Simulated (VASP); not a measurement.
# Pb (Fm-3m) in VASP: further runs

Aim: see how the results for Pb move with the level of theory and the settings. Levels: PBEsol, LDA. Tasks: relaxation of cell and atoms.

All numbers are computed with VASP 6.6.1; they aren't measurements. Logs are shortened: lines on timing, memory, paths and dates and some standing lists are left out, and cuts for length are marked.

## 1. The structure

Symmetry: Fm-3m, No. 225, cubic system. Conventional cell: a = 4.934 Å, b = 4.934 Å, c = 4.934 Å, α = 90.00°, β = 90.00°, γ = 90.00°. Pb (site symmetry m-3m) is surrounded by 12 Pb at 3.49 Å.

## 2. Relaxation of cell and atoms, PBEsol

INCAR

```
PREC = Accurate
ENCUT = 600
EDIFF = 1E-7
ISMEAR = 1
SIGMA = 0.1
LREAL = False
LASPH = True
NELM = 80
ALGO = Normal
ISIF = 3
LWAVE = False
LCHARG = False
GGA = PS
IBRION = 2
NSW = 90
EDIFFG = -0.005
```

KPOINTS

```
Automatic mesh
0
Gamma
  14 14 14
```

POSCAR

```
Pb                                      
1.0
   -0.0000000000      2.4671700221      2.4671700221
    2.4671700221      0.0000000000      2.4671700221
    2.4671700221      2.4671700221     -0.0000000000
  Pb            
     1
Direct
     0.0000000000000000    0.0000000000000000    0.0000000000000000
```

Potentials or basis: VASP PAW PBE potentials, release 64 (Pb_d).

Launch:

```
> cat potpaw_PBE.64/Pb_d/POTCAR > POTCAR
> mpirun -np 1 vasp_std > vasp.out
```

OUTCAR:

```text
PREC = Accurate
   ENCUT = 600
   EDIFF = 1E-7
   ISMEAR = 1
   LREAL = False
   LASPH = True
   NELM = 80
   ISIF = 3
   GGA = PS
   IBRION = 2
   NSW = 90
   EDIFFG = -0.005

 ion  position               nearest neighbor table
   1  0.000  0.000  0.000-

  LATTYP: Found a face centered cubic cell.
 ALAT       =     4.9343400442

  Lattice vectors:

 A1 = (   0.0000000000,   2.4671700221,   2.4671700221)
 A2 = (   2.4671700221,   0.0000000000,   2.4671700221)
 A3 = (   2.4671700221,   2.4671700221,   0.0000000000)

Analysis of symmetry for initial positions (statically):
=====================================================================
 Subroutine PRICEL returns:
 Original cell was already a primitive cell.

 Routine SETGRP: Setting up the symmetry group for a
 face centered cubic supercell.

 Subroutine GETGRP returns: Found 48 space group operations
 (whereof 48 operations were pure point group operations)
 out of a pool of 48 trial point group operations.

The static configuration has the point symmetry O_h .

Analysis of symmetry for dynamics (positions and initial velocities):
=====================================================================
 Subroutine PRICEL returns:
 Original cell was already a primitive cell.

 Routine SETGRP: Setting up the symmetry group for a
 face centered cubic supercell.

 Subroutine GETGRP returns: Found 48 space group operations
 (whereof 48 operations were pure point group operations)
 out of a pool of 48 trial point group operations.

The dynamic configuration has the point symmetry O_h .

 Subroutine INISYM returns: Found 48 space group operations
 (whereof 48 operations are pure point group operations),
 and found     1 'primitive' translations

----------------------------------------------------------------------------------------

                                     Primitive cell

  volume of cell :      30.0350

  direct lattice vectors                    reciprocal lattice vectors
     0.000000000  2.467170022  2.467170022    -0.202661347  0.202661347  0.202661347
     2.467170022  0.000000000  2.467170022     0.202661347 -0.202661347  0.202661347
     2.467170022  2.467170022  0.000000000     0.202661347  0.202661347 -0.202661347

  length of vectors
     3.489105306  3.489105306  3.489105306     0.351019750  0.351019750  0.351019750

  position of ions in fractional coordinates (direct lattice)
[... 79 lines left out ...]
   EDIFFG = -.5E-02   stopping-criterion for IOM
   NSW    =     90    number of steps for IOM
   IBRION =      2    ionic relax: 0-MD 1-quasi-New 2-CG
   NFREE  =      1    steps in history (QN), initial steepest desc. (CG)
   ISIF   =      3    stress and relaxation
   ISYM   =      2    0-nonsym 1-usesym 2-fastsym
   POTIM  = 0.5000    time-step for ionic-motion
   TEBEG  =    0.0;   TEEND  =   0.0 temperature during run
   PSTRESS=    0.0 pullay stress
   NELECT =      14.0000    total number of electrons
   NUPDOWN=      -1.0000    fix difference up-down
   EMIN   =  10.00;   EMAX   =-10.00  energy-range for DOS
   EFERMI =   0.00;   METHOD = LEGACY
   ISMEAR =     1;   SIGMA  =   0.10  broadening in eV -4-tet -1-fermi 0-gaus
   EFERMI_NEDOS =   21; number of points for ismear=-14 and -15
   IALGO  =     38    algorithm
   IMIX   =      4    mixing-type and parameters
     AMIX     =   0.40;   BMIX     =  1.00
     AMIX_MAG =   1.60;   BMIX_MAG =  1.00
  volume/ion in A,a.u.               =      30.03       202.69
  Fermi-wavevector in a.u.,A,eV,Ry     =   1.269332  2.398689 21.921744  1.611203
  Thomas-Fermi vector in A             =   2.402379
   LORBIT       =      0    0 simple, 1 ext, 2 COOP (PROOUT), +10 PAW based schemes
   GGA     = PS    functional components
   LHFCALC =     F    Hartree Fock is set to
   AEXX    =    0.0000 exact exchange contribution
   IVDW    =     0    specifies the selected vdW correction
   LEPSILON=     F    determine dielectric tensor
   LRPA    =     F    only Hartree local field effects (RPA)
 conjugate gradient relaxation of ions
 non-spin polarized calculation
 Methfessel and Paxton  Order N= 1 SIGMA  =   0.10
  energy-cutoff  :      600.00
  volume of cell :       30.03
 maximum number of plane-waves:      1018
   NGX = 13   NGY = 13   NGZ = 13

 number of electron      13.9999999 magnetization

 Free energy of the ion-electron system (eV)
  ---------------------------------------------------
  ext. energy  EPLUGINS =         0.00000000
  ---------------------------------------------------
  free energy    TOTEN  =        -4.00274983 eV

  energy without entropy =       -4.00280842  energy(sigma->0) =       -4.00276936

 E-fermi :   7.2476     XC(G=0): -10.3870

 val. band max:        7.2381159799   @ k =  -0.2857   0.2857   0.0714
 cond. band min:       7.2558453055   @ k =   0.3571   0.2143   0.0000
 fundamental gap:      0.0177293256
 Fermi energy:         7.2476094277

 k-point     1 :       0.0000    0.0000    0.0000
  band No.  band energies     occupation
      1      -9.7865      2.00000
      2      -9.7865      2.00000
      3      -9.7865      2.00000
      4      -9.6403      2.00000
      5      -9.6403      2.00000
      6      -4.6260      2.00000
      7      14.6944      0.00000
      8      14.6944      0.00000
      9      14.6944      0.00000
     10      16.9769      0.00000
     11      18.6449      0.00000
[... 309 lines left out ...]
 k-point    24 :       0.2857    0.1429    0.0000
  band No.  band energies     occupation
      1      -9.8296      2.00000
      2      -9.7264      2.00000
      3      -9.6970      2.00000
      4      -9.6539      2.00000
      5      -9.5686      2.00000
      6      -3.1762      2.00000
      7       8.4651     -0.00000
      8      11.9692      0.00000
      9      12.2295      0.00000
     10      15.6567      0.00000
     11      17.2780      0.00000

 [... further k-points ...]
[... 5 lines left out ...]
  --------------------------------------------------------------------------------------
  -------------------------------------------------------------------------------------
  Total       -0.0016680     -0.0016680     -0.0016680     -0.0000000      0.0000000     -0.0000000
  in kB       -0.0889788     -0.0889788     -0.0889788     -0.0000000      0.0000000     -0.0000000
  external PRESSURE =      -0.0889788 kB  Pullay stress =       0.0000000 kB

 VOLUME and BASIS-vectors are now :
 -----------------------------------------------------------------------------
  energy-cutoff  :      600.00
  volume of cell :       30.03
      direct lattice vectors                 reciprocal lattice vectors
     0.000000000  2.467170022  2.467170022    -0.202661347  0.202661347  0.202661347
     2.467170022  0.000000000  2.467170022     0.202661347 -0.202661347  0.202661347
     2.467170022  2.467170022  0.000000000     0.202661347  0.202661347 -0.202661347

 POSITION                                       TOTAL-FORCE (eV/Angst)
 -----------------------------------------------------------------------------------
      0.00000      0.00000      0.00000        -0.000000     -0.000000     -0.000000
 -----------------------------------------------------------------------------------
    total drift:                               -0.000000     -0.000000     -0.000000

  FREE ENERGIE OF THE ION-ELECTRON SYSTEM (eV)
  ---------------------------------------------------
  free  energy   TOTEN  =        -4.0027498286 eV

  energy  without entropy=       -4.0028084231  energy(sigma->0) =       -4.00276936

 reached required accuracy - stopping structural energy minimisation
```

OSZICAR:

```text
N       E                     dE             d eps       ncg     rms          rms(c)
DAV:   1     0.107338172855E+03    0.10734E+03   -0.80254E+03  2308   0.165E+03
DAV:   2     0.753030834483E+00   -0.10659E+03   -0.10440E+03  2339   0.344E+02
DAV:   3    -0.390407884707E+01   -0.46571E+01   -0.46241E+01  2731   0.829E+01
DAV:   4    -0.401473003638E+01   -0.11065E+00   -0.11063E+00  2665   0.135E+01
DAV:   5    -0.402008403286E+01   -0.53540E-02   -0.53539E-02  2966   0.279E+00    0.586E-01
DAV:   6    -0.400636538637E+01    0.13719E-01   -0.21307E-02  2771   0.282E+00    0.275E-01
DAV:   7    -0.400296864467E+01    0.33967E-02   -0.84954E-03  2750   0.167E+00    0.901E-02
DAV:   8    -0.400275252411E+01    0.21612E-03   -0.37779E-04  3341   0.398E-01    0.100E-02
DAV:   9    -0.400275002284E+01    0.25013E-05   -0.78940E-06  2769   0.584E-02    0.449E-03
DAV:  10    -0.400274985458E+01    0.16826E-06   -0.52001E-07  2567   0.802E-03    0.141E-04
DAV:  11    -0.400274982862E+01    0.25954E-07   -0.93424E-09  1399   0.134E-03
   1 F= -.40027498E+01 E0= -.40027694E+01  d E =-.400275E+01
```

CONTCAR:

```text
Pb
   1.00000000000000
     0.0000000000000000    2.4671700220999999    2.4671700220999999
     2.4671700220999999    0.0000000000000000    2.4671700220999999
     2.4671700220999999    2.4671700220999999    0.0000000000000000
  Pb
     1
Direct
     0.0000000000000000    0.0000000000000000    0.0000000000000000

  0.00000000E+00  0.00000000E+00  0.00000000E+00
```

Wall time 19 s (1 thread of AMD EPYC 9R45 (Zen 5), shared host); peak memory 0.15 GiB.

Results:

```yaml
Free_energy: -4.0027 eV
Pressure_after_relaxing: 0.0 GPa
Band_gap_on_the_k_mesh: none (metal or under the smearing width)
```

Final structure:
```
Pb
1.0
     0.00000    2.46717    2.46717
     2.46717    0.00000    2.46717
     2.46717    2.46717    0.00000
Pb
1
Cartesian
  0.0000 0.0000 0.0000
```

Caveat: the relaxation stopped at its first step, so nothing moved; the PAW data sets were made with another functional, which shifts forces and pressure a little. The run has no spin-orbit coupling, so splittings on Pb are missing.

## 3. Relaxation of cell and atoms, LDA

This run uses another cell than the first one, of 30.32 Å³/atom, 1.010 times its volume.

INCAR

```
PREC = Accurate
ENCUT = 600
EDIFF = 1E-6
ISMEAR = 1
SIGMA = 0.1
LREAL = False
LASPH = True
NELM = 80
ALGO = Normal
ISIF = 3
LWAVE = False
LCHARG = False
IBRION = 2
NSW = 90
EDIFFG = -0.01
```

KPOINTS is that of step 2.

POSCAR

```
Pb
1.0
    0.0000000000      2.4750200000      2.4750200000
    2.4750200000      0.0000000000      2.4750200000
    2.4750200000      2.4750200000      0.0000000000
Pb
1
Direct
    0.0000000000      0.0000000000      0.0000000000
```

Potentials or basis: VASP PAW LDA potentials, release 64 (Pb_d).

Launch:

```
> cat potpaw_LDA.64/Pb_d/POTCAR > POTCAR
> mpirun -np 1 vasp_std > vasp.out
```

Wall time 26 s (1 thread of Intel Xeon 6975P-C (Granite Rapids), shared host); peak memory 0.17 GiB.

Results (log left out):

```
Free energy                            : -4.2570 eV
Relaxed volume                         : 29.16 Å³/atom
Relaxed cell                           : a = 3.455 Å, b = 3.455 Å, c = 3.455 Å, α = 60.00°, β = 60.00°, γ = 60.00°
Space group after relaxing (to 0.05 Å) : Fm-3m (No. 225)
Energy gained by relaxing              : 7.1 meV/atom
Ionic steps                            : 3
Pressure after relaxing                : 0.0 GPa
Band gap on the k mesh                 : none (metal or under the smearing width)
```

The path:
| step | energy change (eV) | largest force (eV/Å) | pressure (GPa) | volume (Å³) |
| --- | --- | --- | --- | --- |
| 1 | 0.0000 | 0.0000 | -1.88 | 30.32 |
| 2 | -0.0063 | 0.0000 | 0.74 | 28.79 |
| 3 | -0.0071 | 0.0000 | -0.01 | 29.16 |

Final structure:
```yaml
crystal:
  lattice:
    - [0.00000, 2.44306, 2.44306]
    - [2.44306, 0.00000, 2.44306]
    - [2.44306, 2.44306, 0.00000]
  atoms:
    - { symbol: Pb, position: [0.00000, 0.00000, 0.00000] }
```

Levels at points of the mesh, in eV from the Fermi level:
```tsv
k point	band 3	band 4	band 5	band 6	band 7	band 8	band 9	band 10	band 11
(0.00, 0.00, 0.00)	-17.10	-16.93	-16.93	-12.09	7.60	7.60	7.60	9.79	11.91
(0.50, 0.00, 0.00)	-17.08	-16.78	-16.78	-8.24	-4.45	5.68	5.68	9.27	9.85
(0.50, 0.50, 0.00)	-16.79	-16.74	-16.74	-6.74	-3.49	2.00	2.00	5.53	6.80
```

## 4. Relaxation of cell and atoms, LDA

This run uses another cell than the first one, of 29.16 Å³/atom, 0.971 times its volume.

INCAR: that of step 3 with these lines changed.

```diff
@@ -2,3 +2,3 @@
 ENCUT = 600
-EDIFF = 1E-6
+EDIFF = 1E-7
 ISMEAR = 1
@@ -14,2 +14,2 @@
 NSW = 90
-EDIFFG = -0.01
+EDIFFG = -0.005
```

KPOINTS is that of step 3.

POSCAR

```
Pb                                      
1.0
   -0.0000000000      2.4430577023      2.4430577023
    2.4430577023      0.0000000000      2.4430577023
    2.4430577023      2.4430577023     -0.0000000000
  Pb            
     1
Direct
     0.0000000000000000    0.0000000000000000    0.0000000000000000
```

Launch:

```
> cat potpaw_LDA.64/Pb_d/POTCAR > POTCAR
> mpirun -np 1 vasp_std > vasp.out
```

Run time: 12 s. Hardware: 1 thread of Intel Xeon 6975P-C (Granite Rapids), shared host; peak memory 0.17 GiB.

The run converged. Its results:

| Quantity | Value |
| --- | --- |
| Free energy | -4.2569 eV |
| Pressure after relaxing | 0.0 GPa |
| Band gap on the k mesh | none (metal or under the smearing width) |

Final structure:
```
Pb
1.0
     0.00000    2.44306    2.44306
     2.44306    0.00000    2.44306
     2.44306    2.44306    0.00000
Pb
1
Direct
  0.00000 0.00000 0.00000
```

Levels at points of the mesh, in eV from the Fermi level:
```tsv
k point	band 3	band 4	band 5	band 6	band 7	band 8	band 9	band 10	band 11
(0.00, 0.00, 0.00)	-17.10	-16.93	-16.93	-12.09	7.60	7.60	7.60	9.79	11.91
(0.50, 0.00, 0.00)	-17.08	-16.78	-16.78	-8.24	-4.45	5.68	5.68	9.27	9.85
(0.50, 0.50, 0.00)	-16.79	-16.74	-16.74	-6.74	-3.49	2.00	2.00	5.53	6.80
```

Caveat: the relaxation stopped at its first step, so nothing moved. The run has no spin-orbit coupling, so splittings on Pb are missing.
